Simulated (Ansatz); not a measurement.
Relaxed bulk BAs:

```
B As
1.0
     0.00000    2.38394    2.38394
     2.38394    0.00000    2.38394
     2.38394    2.38394    0.00000
B As
1 1
Direct
  0.00000 0.00000 0.00000
  0.75000 0.75000 0.75000
```

Miller indices refer to the conventional cell of F-43m (No. 216), a = 4.768 Å, b = 4.768 Å, c = 4.768 Å, α = 90.00°, β = 90.00°, γ = 90.00°. The bulk's gap is 1.08 eV.

The (100) slab of 10 planes, 10.7 Å thick with 15 Å of vacuum as cut; outer planes B (top) and As (bottom).

All numbers below come from DFT PBEsol, scalar-relativistic, plane waves, PAW (Ansatz 0.2.0). Cutoff 420 eV; k points 8×8×1 on the computed 10-atom cell (Γ-centred); Gaussian smearing, width 0.05 eV; no spin polarisation. The cell repeats along c with a dipole correction in the vacuum.

This cut of an insulator is polar or leaves open shells, so the slab is metallic here; real surfaces compensate by reconstruction or adsorbates.

Results for the relaxed slab:

For the relaxed slab, the surface energy (mean of both faces) is 3.21 J/m² and the gap of the slab on the mesh is none (metal or semimetal). The work function is 5.40 eV (top), 5.96 eV (bottom) and the dipole of the slab along +c, per cell is 0.03 e·Å.

Relaxation lowers the energy by 0.097 J/m² a face; the largest move is 0.145 Å.

```csv
plane (bottom to top),atoms,"spacing to next, bulk (Å)",relaxed (Å),change (%)
1,As,1.192,1.210,+1.5
2,B,1.192,1.190,-0.2
3,As,1.192,1.191,-0.1
4,B,1.192,1.185,-0.6
5,As,1.192,1.192,0.0
6,B,1.192,1.198,+0.5
7,As,1.192,1.174,-1.5
8,B,1.192,1.233,+3.4
9,As,1.192,1.006,-15.6
10,B,,,
```